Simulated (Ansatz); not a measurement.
`F[C](F)(F)[GeH3]` + `NC#CO` → `NC#C[O][GeH3]` + `FC(F)F`  (ligand exchange at a Ge–C bond)

Isolated molecules relaxed with PBE0-D4/def2-TZVP in Ansatz; ΔE leaves out vibrations. CCSD(T)/CBS adds triple-zeta CCSD(T) − MP2 to the extrapolated MP2 energy (def2 sets, frozen cores). This one scheme is used for every species. DFT in def2-TZVPP. B3LYP here is the variant with VWN-RPA as its local correlation; programs differ in this. For Ge outer-core shells are correlated without core-valence functions, which leaves a few kJ/mol of doubt a bond. Scalar relativity is left out up to krypton. Each species was taken in one conformer, which may not be the lowest.

```
             level  ΔE (kcal/mol)  difference from CCSD(T)/CBS
            PBE-D4          -14.4                          2.7
         r2SCAN-D4          -16.3                          0.8
           PBE0-D4          -15.9                          1.2
          B3LYP-D4          -17.0                          0.1
           ωB97X-V          -16.5                          0.6
           ωB97M-V          -15.9                          1.2
            B2PLYP          -18.3                         -1.2
               PBE          -14.3                          2.8
            r2SCAN          -16.2                          0.9
              PBE0          -15.8                          1.3
             B3LYP          -16.9                          0.2
     HF/def2-TZVPP          -22.5                         -5.4
    MP2/def2-TZVPP          -19.9                         -2.8
SCS-MP2/def2-TZVPP          -20.4                         -3.3
   CCSD/def2-TZVPP          -18.6                         -1.5
CCSD(T)/def2-TZVPP          -18.3                         -1.2
     HF/def2-QZVPP          -22.7                         -5.6
    MP2/def2-QZVPP          -19.2                         -2.1
SCS-MP2/def2-QZVPP          -19.8                         -2.7
      HF/CBS(def2)          -22.8                         -5.7
     MP2/CBS(def2)          -18.6                         -1.5
    CCSD/CBS(def2)          -17.4                         -0.3
       CCSD(T)/CBS          -17.1                            0
```

Largest T1 diagnostic among the species: 0.013.

In def2-TZVPP, CCSD(T) changes the Hartree–Fock value by +4.2 kcal/mol (the triples alone add +0.3 kcal/mol) and MP2 by +2.6 kcal/mol. From PBE to PBE0 (25 % exact exchange), in def2-TZVPP and without D4, ΔE moves by −1.5 kcal/mol.

CCSD(T)/CBS has its own doubt, a few kJ/mol and more with outer-core shells, so smaller differences from it don't rank the levels.
